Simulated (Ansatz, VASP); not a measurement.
Ca in VASP and in Ansatz

File INCAR:

```
ALGO = Normal ; EDIFF = 1E-6
ENCUT = 520 ; GGA = PE
ISIF = 2 ; ISMEAR = -1
LASPH = T ; LCHARG = T
LELF = T ; LREAL = F
LVHAR = T ; LWAVE = F
NBANDS = 28 ; NELM = 100
PREC = Accurate ; SIGMA = 0.05
```

KPOINTS

```
k-points
0
Gamma
  11 11 3
```

Contents of POSCAR:

```
Ca
1.0
    3.2578432352      0.0000000000      0.0000000000
   -1.6289216176      2.8213750032      0.0000000000
    0.0000000000      0.0000000000     10.7508898220
Ca
4
Direct
    0.0000000000      0.0000000000      0.0000000000
    0.0000000000      0.0000000000      0.5000000000
    0.3333333333      0.6666666667      0.2500000000
    0.6666666667      0.3333333333      0.7500000000
```

Input for Ansatz:

```yaml
crystal:
  lattice:
    - [3.2578432352, 0.0, 0.0]
    - [-1.6289216176, 2.8213750032, 0.0]
    - [0.0, 0.0, 10.750889822]
  atoms:
    - { symbol: Ca, position: [0.0, 0.0, 0.0] }
    - { symbol: Ca, position: [0.0, 0.0, 0.5] }
    - { symbol: Ca, position: [0.3333333333, 0.6666666667, 0.25] }
    - { symbol: Ca, position: [0.6666666667, 0.3333333333, 0.75] }
kpoints:
  mp_grid: { grid: [11, 11, 3] }
scf:
  occupations: { method: fermi_dirac, width: 0.05 }
hamiltonian:
  xc: pbe
  pseudopotentials: { kind: all_electron, lapw: { basis_error: 0.0005 } }
output:
  forces: true
  stress: true
  eigenvalues: true
  populations: true
```

Alike in both runs: task single point; functional PBE; k mesh 11 × 11 × 3; occupations fermi-dirac, width 0.05 eV; no spin polarisation.

|  | VASP | Ansatz |
| --- | --- | --- |
| version | VASP 6.6.1 | Ansatz 0.2.0 |
| potentials or method | VASP PAW PBE potentials, release 64 (Ca_sv) | all-electron LAPW, scalar-relativistic |
| plane-wave cutoff (eV) | 520 | see its input |

|  | VASP | Ansatz | Ansatz less VASP |
| --- | --- | --- | --- |
| pressure (GPa) | 21.0 | 21.0 | -0.04 |

Ansatz ran all-electron here, so the differences hold the error of VASP's frozen core and of both bases.

Caveats: so large a pressure means that the cell lies far from this level's equilibrium, or that cutoff or potentials fall short (VASP).
